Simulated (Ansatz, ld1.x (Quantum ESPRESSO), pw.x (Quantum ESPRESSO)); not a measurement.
From atom to crystal: TM potential for Ti (Z = 22)

```
Element                 : Ti
Generator               : ld1.x (Quantum ESPRESSO) 7.5
Type                    : norm-conserving Troullier–Martins (Kleinman–Bylander form)
Functional              : PBE
Relativity              : scalar-relativistic
Frozen core             : [Ar]
Valence charge          : 4
Reference configuration : 3d2 4s2 4p0
Partial waves           : 4p (bound, empty): rc 4.00 bohr; 3d (bound): rc 1.25 bohr; 4f channel at 0.05 Ry: rc 3.70 bohr; 4s (bound): rc 2.95 bohr
Local potential         : the s channel
Core correction         : a·sin(br)/r model core inside 1.15 bohr
```

Atomic tests: cutoffs needed: 100 Ry and 120 Ry (the cutoffs (Ry, on a coarse ladder) from which the occupation-weighted sum of valence levels, in a spherical-Bessel basis at the reference potential, stays within 10 and 1 mRy of its value at 400 Ry); ghost test: no extra level below or beside the all-electron valence levels (p, d, f, s tested) (spherical-Bessel basis up to 400 Ry, 20 bohr box); configuration tests: 4 of 7 tests not solved or not reliable.

Crystal test: bcc Ti in pw.x 7.5, no spin, 14³ k-points, Fermi–Dirac smearing 0.01 Ry, cutoffs 145/580 Ry. The reference is all-electron LAPW (Ansatz 0.2.0) with the same functional, mesh and smearing; V0 and B0 come from Birch–Murnaghan fits to the pressures at five volumes. Errors are pseudo minus all-electron; Δ is the rms difference of the E(V) curves that follow from these fits, minima aligned, over ±6 % about the mean V0. Mesh and smearing are coarse, so the numbers serve the comparison and aren't converged zero-temperature values; the lattice is a test structure that the element need not adopt.

```csv
V (Å³/atom),P all-electron (GPa),P pseudo (GPa)
16.476,6.10,13.67
16.909,3.01,9.89
17.343,0.23,6.51
17.777,-2.25,3.48
18.210,-4.47,0.76
```

All-electron: a0 = 3.264 Å (V0 = 17.38 Å³/atom), B0 = 104.1 GPa.

Pseudopotential: mean pressure error (GPa): +6.34. The pressure does not cross zero within the volumes sampled, so no fit is given. The largest radius (4.00 bohr) exceeds half the bond length (2.67 bohr), so the spheres overlap, which is one possible source of error among others. This is a poor potential for the solid. Atomic configuration tests: 4 of 7 tests not solved or not reliable.

Problem. At the middle volume, how do free energy and pressure move when the wave cutoff is lowered (ecutrho kept at four times it)?

Solution.

```
cutoff (Ry)  shift of F (meV/atom)  shift of P (GPa)
         65                +2711.9            -74.45
         87                 +419.1            -21.17
        116                  +10.4             -1.24
```

The run at the middle volume (104 k-points, 7 iterations) took about 45 s on one core of a shared host (Neoverse-V1, 32 threads, 247 GiB, load 10).
